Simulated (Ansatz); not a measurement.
# Pt: the cost of one run

Program: Ansatz 0.2.0 through its Python package. The levels of theory stand in the script. These are calculated values, not measurements.

### 1 Starting point

The structure is cubic, space group Fm-3m (No. 225). Conventional cell: a = 3.922 Å, b = 3.922 Å, c = 3.922 Å, α = 90.00°, β = 90.00°, γ = 90.00°. Pt (site symmetry m-3m) is surrounded by 12 Pt at 2.77 Å.

The script reads pt.cif:

```cif
data_Pt
_cell_length_a 2.773131
_cell_length_b 2.773131
_cell_length_c 2.773131
_cell_angle_alpha 60.00000
_cell_angle_beta 60.00000
_cell_angle_gamma 60.00000
_symmetry_space_group_name_H-M 'P 1'
_symmetry_Int_Tables_number 1
loop_
_symmetry_equiv_pos_as_xyz
'x, y, z'
loop_
_atom_site_label
_atom_site_type_symbol
_atom_site_fract_x
_atom_site_fract_y
_atom_site_fract_z
Pt1 Pt    0.000000    0.000000    0.000000
```

### 2 The script

The input, run_nc_paw.py:

```python
'''Norm-conserving against PAW potentials for Pt.'''

import ansatz as az
from ase.io import read
import numpy as np


def count_gap(report):
    # lowest empty less highest filled band, counting bands; zero where they overlap
    return max(report.get('gap_by_band_count_ev') or 0.0, 0.0)


def main() -> None:
    atoms = read('pt.cif')
    cell = az.Crystal.from_ase(atoms)

    job = (
        cell.calculation()
        .functional('lda')
        .occupations('Marzari-Vanderbilt')
        .kpoints(10, center='monkhorst-pack')
        .stress()
        .forces()
        .band_table()  # levels at the mesh points
    )
    variants = {
        'PAW': job.pseudopotentials('paw'),
        'norm-conserving': job.pseudopotentials('nc'),
    }
    # totals differ by the cores that each treatment holds, so compare what does not depend on them
    rows = []
    for label, variant in variants.items():
        rep = variant.run().report
        levels = np.array(rep['eigenvalues_ev'][0]) - rep['fermi_energy_ev']
        print(label, 'levels at the first k-point near E_F:', np.round(levels[np.abs(levels) < 5], 3))
        rows.append((label, rep['n_electrons'], np.trace(rep['stress_gpa']) / 3, count_gap(rep)))
    for row in rows:
        print('; '.join(f'{name} = {round(v, 4) if isinstance(v, float) else v}' for name, v in zip(['treatment', 'electrons in bands', 'P GPa', 'gap by band count eV'], row)))


if __name__ == '__main__':
    main()
```

### 3 The input behind the calls

The engine receives this input (first run):

```yaml
crystal:
  lattice:
    - [2.773131, 0.0, 0.0]
    - [1.3865655000000001, 2.4016018940221437, 0.0]
    - [1.3865655000000001, 0.8005339646740481, 2.264251979964685]
  atoms:
    - { symbol: Pt, position: [0.0, 0.0, 0.0] }
kpoints:
  mp_grid:
    grid: [10, 10, 10]
    shift: [0.5, 0.5, 0.5]
hamiltonian:
  xc: lda
  pseudopotentials:
    kind: paw
scf:
  occupations:
    method: cold
output:
  forces: true
  stress: true
  eigenvalues: true
```

### 4 Running it

Command:

```
> python run_nc_paw.py
```

What time and memory should one allow on 1 thread of Arm Neoverse V2, shared host?

About 5 s, with a peak of 0.46 GiB.
